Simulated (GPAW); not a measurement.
Ge:

```xyz
2
Lattice="1.4881 -2.5947 0.0000 1.4881 2.5947 0.0000 0.0000 0.0000 4.7276" Properties=species:S:1:pos:R:3 pbc="T T T"
Ge    1.4881    0.8643    1.1819
Ge    1.4881   -0.8643    3.5457
```

This isn't the form of Ge at room conditions, which is diamond.

| Property | Result |
| --- | --- |
| Program | GPAW 26.7.0 |
| Task | relaxation of cell and atoms |
| Functional | PBEsol |
| Dispersion | D3 |
| Potentials or basis | PAW data sets generated in the run's folder for this functional |
| Cutoff | 600 eV |
| Basis | pw |
| k mesh | 10 × 10 × 6 |
| Occupations | fermi-dirac, width 0.05 eV |
| Spin | no spin polarisation |

At the start: pressure -1.4 GPa; volume 18.25 Å³/atom.

**Question.** Where does the relaxation end?

**Answer.** Over 10 steps the energy falls by 5.1 meV/atom and the volume is 17.92 Å³/atom (-1.8 %); space group Cmcm (No. 63, to 0.05 Å).

The path:
| step | energy change (eV) | largest force (eV/Å) | pressure (GPa) | volume (Å³) |
| --- | --- | --- | --- | --- |
| 1 | 0.0000 | 0.0001 | -1.36 | 36.51 |
| 2 | -0.0015 | 0.0001 | -1.12 | 36.39 |
| 3 | -0.0072 | 0.0038 | 0.52 | 35.59 |
| 4 | -0.0078 | 0.0048 | 0.57 | 35.56 |
| 5 | -0.0093 | 0.0076 | 0.35 | 35.61 |
| 6 | -0.0096 | 0.0075 | 0.10 | 35.72 |
| 7 | -0.0097 | 0.0075 | -0.05 | 35.79 |
| 8 | -0.0098 | 0.0077 | -0.10 | 35.81 |
| 9 | -0.0101 | 0.0085 | -0.21 | 35.85 |
| 10 | -0.0102 | 0.0090 | -0.17 | 35.83 |

Final structure:
```
Ge
1.0
     1.45454   -2.57364    0.00000
     1.45454    2.57364    0.00000
     0.00000    0.00000    4.78588
Ge
2
Direct
  0.33401 0.66599 0.25000
  0.66599 0.33401 0.75000
```

Caveat: later steps reuse the first step's grids; pairwise dispersion overbinds metals, which lowers pressure and volume.
